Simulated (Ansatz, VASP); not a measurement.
**One calculation of Mg, two programs**

```xyz
2
Lattice="3.2093 0.0000 0.0000 -1.6046 2.7793 0.0000 0.0000 0.0000 5.0019" Properties=species:S:1:pos:R:3 pbc="T T T"
Mg    1.6047    0.9264    3.7514
Mg    0.0000    1.8529    1.2505
```

Alike in both runs: functional PBEsol; k mesh 8 × 8 × 5; occupations fermi-dirac, width 0.05 eV; no spin polarisation.

|  | VASP | Ansatz |
| --- | --- | --- |
| version | VASP 6.6.1 | Ansatz 0.2.0 |
| potentials or method | VASP PAW PBE potentials, release 64 (Mg) | Ansatz PAW |
| plane-wave cutoff (eV) | 520 | 420 |
| valence electrons in the cell | 4 | 20 |
| task | single point | band structure |

```csv
,VASP,Ansatz,Ansatz less VASP
gap on the k mesh at the Fermi level (eV),none,none,-
pressure (GPa),0.4,0.4,+0.04
largest component of the traceless stress (GPa),2.13,2.12,-0.005
```

A gap of «none» marks a metal or a gap that the smearing closes. The two sets of potentials don't hold the same shells in valence.

Caveats: the PAW data sets were made with another functional, which shifts forces and pressure a little (VASP); the PAW data sets come from PBE, with cores solved anew for the run's functional, which leaves a small shift of forces and pressure (Ansatz).
